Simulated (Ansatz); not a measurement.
Cu₂O (Pn-3m)

The calculation used DFT r2SCAN, scalar-relativistic, plane waves, PAW (Ansatz 0.2.0).

Cutoff 500 eV; k points 6×6×6 on the computed 6-atom cell (Γ-centred); Gaussian smearing, width 0.02 eV; no spin polarisation.

The structure is relaxed at this level of theory with its symmetry kept.

```xyz
6
Lattice="4.2458 0.0000 0.0000 0.0000 4.2458 0.0000 0.0000 0.0000 4.2458" Properties=species:S:1:pos:R:3 pbc="T T T"
Cu    1.0615    1.0615    1.0615
Cu    1.0615    3.1844    3.1844
Cu    3.1844    3.1844    1.0615
Cu    3.1844    1.0615    3.1844
O     0.0000    0.0000    0.0000
O     2.1229    2.1229    2.1229
```

```
Space group                                                                                                                                 : Pn-3m (No. 224)
Volume per atom                                                                                                                             : 12.76 Å³
Formation energy from the elements' standard states (uncorrected)                                                                           : -0.488 eV/atom
Generalised Kohn–Sham band gap                                                                                                              : 0.79 eV, direct at Γ
Löwdin character of the top 1 eV of the valence band                                                                                        : Cu 3d 70 %, O 2p 16 %, Cu 4s 13 %
Löwdin character of the lowest 1 eV of the conduction band                                                                                  : Cu 3d 40 %, Cu 4s 26 %, O 2s 17 %, O 2p 11 %, unprojected 6 %
Electron masses at the edge by Cartesian direction of the standard setting (m_e; degenerate bands sorted by energy; no spin-orbit coupling) : x: 0.94; y: 0.94; z: 0.94
Hole masses at the edge by Cartesian direction of the standard setting (m_e; degenerate bands sorted by energy; no spin-orbit coupling)     : x: 3.4, 3.4, 0.15; y: 3.4, 3.4, 0.15; z: 3.4, 3.4, 0.15
Bulk modulus                                                                                                                                : 127 GPa
Its pressure derivative                                                                                                                     : 4.6
Bader charges (e)                                                                                                                           : Cu (4 in the cell) 0.57, O (2 in the cell) -1.14
```

A ferromagnetic start lost its moments in a first run, so spin was left out; other magnetic orders weren't tried.

Cost: 8 runs of about 6.1 core-minutes in all, on Arm Neoverse N1 (shared hosts).